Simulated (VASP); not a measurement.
The system is HfO2.

```
Hf O
1.0
     0.00000    2.55750    2.55750
     2.55750    0.00000    2.55750
     2.55750    2.55750    0.00000
Hf O
1 2
Direct
  0.00000 0.00000 0.00000
  0.25000 0.25000 0.25000
  0.75000 0.75000 0.75000
```

Measurements of this composition are mostly on another form, of space group No. 14.

| Quantity | Value |
| --- | --- |
| Program | VASP 6.6.1 |
| Task | relaxation of cell and atoms |
| Functional | PBE |
| Potentials or basis | VASP PAW PBE potentials, release 64 (Hf_pv, O) |
| Cutoff | 600 eV |
| k mesh | 8 × 8 × 8 |
| Occupations | fermi-dirac, width 0.02 eV |
| Spin | no spin polarisation |

At the start: pressure -6.2 GPa; volume 11.15 Å³/atom.

Where does the relaxation end?

Over 3 steps the energy falls by 5.7 meV/atom and the volume is 10.87 Å³/atom (-2.6 %); space group Fm-3m (No. 225, to 0.05 Å).

Step by step:
```tsv
step	energy change (eV)	largest force (eV/Å)	pressure (GPa)	volume (Å³)
1	0.0000	0.0000	-6.18	33.46
2	0.0183	0.0000	9.96	31.42
3	-0.0172	0.0000	-0.04	32.60
```

Final structure:
```cif
data_structure
_symmetry_space_group_name_H-M 'P 1'
_symmetry_Int_Tables_number 1
_cell_length_a 3.5857
_cell_length_b 3.5857
_cell_length_c 3.5857
_cell_angle_alpha 60.000
_cell_angle_beta 60.000
_cell_angle_gamma 60.000
_cell_volume 32.60
loop_
_atom_site_label
_atom_site_type_symbol
_atom_site_fract_x
_atom_site_fract_y
_atom_site_fract_z
_atom_site_occupancy
Hf1 Hf 0.00000 0.00000 0.00000 1
O1 O 0.25000 0.25000 0.25000 1
O2 O 0.75000 0.75000 0.75000 1
```
